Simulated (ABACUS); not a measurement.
## ZrO2: single point with PBE

Crystal: ZrO2.

```
CELL_PARAMETERS angstrom
0.00000 2.54507 2.54507
2.54507 0.00000 2.54507
2.54507 2.54507 0.00000
ATOMIC_POSITIONS crystal
Zr 0.00000 0.00000 0.00000
O 0.75000 0.75000 0.75000
O 0.25000 0.25000 0.25000
```

Measurements of this composition are mostly on another form, of space group No. 14.

| Item | Value |
| --- | --- |
| Program | ABACUS 3.10.1 |
| Task | single point |
| Functional | PBE |
| Potentials or basis | PseudoDojo NC FR 0.4 PBE standard |
| Cutoff | 1361 eV |
| Density cutoff | 5442 eV |
| Basis | DZP LCAO (the cutoffs set its grid) |
| k mesh | 5 × 5 × 5 |
| Occupations | fermi-dirac, width 0.05 eV |
| Spin | spin-orbit coupling, no magnetisation |

```
Pressure               : 4.0 GPa
Band gap on the k mesh : 3.50 eV, indirect (least direct gap 3.81 eV)
Mulliken charges       : Zr +1.12; O -0.56 e
```

Levels at points of the mesh, in eV from the valence-band top:
| k point | band 20 | band 21 | band 22 | band 23 | band 24 | band 25 | band 26 | band 27 | band 28 | band 29 |
| --- | --- | --- | --- | --- | --- | --- | --- | --- | --- | --- |
| (0.00, 0.00, 0.00) | -0.38 | -0.31 | -0.31 | -0.31 | -0.31 | 3.50 | 3.50 | 3.50 | 3.50 | 7.10 |

It took 30 s on 4 MPI ranks on Intel(R) Xeon(R) 6975P-C (Granite Rapids), with other jobs on the host, peak memory 0.84 GiB a rank.

Caveat: the k mesh is coarse (spacing up to 0.43 Å⁻¹), so the values aren't converged; the atomic orbitals were generated for these runs and aren't a published set; Mulliken charges move with the basis; an odd mesh through Γ misses points on the zone boundary, where band edges often lie; the basis of atomic orbitals isn't converged, which shifts pressures, moduli and gaps. Expect the measured gap to be larger: semilocal functionals such as PBE lack the derivative discontinuity.
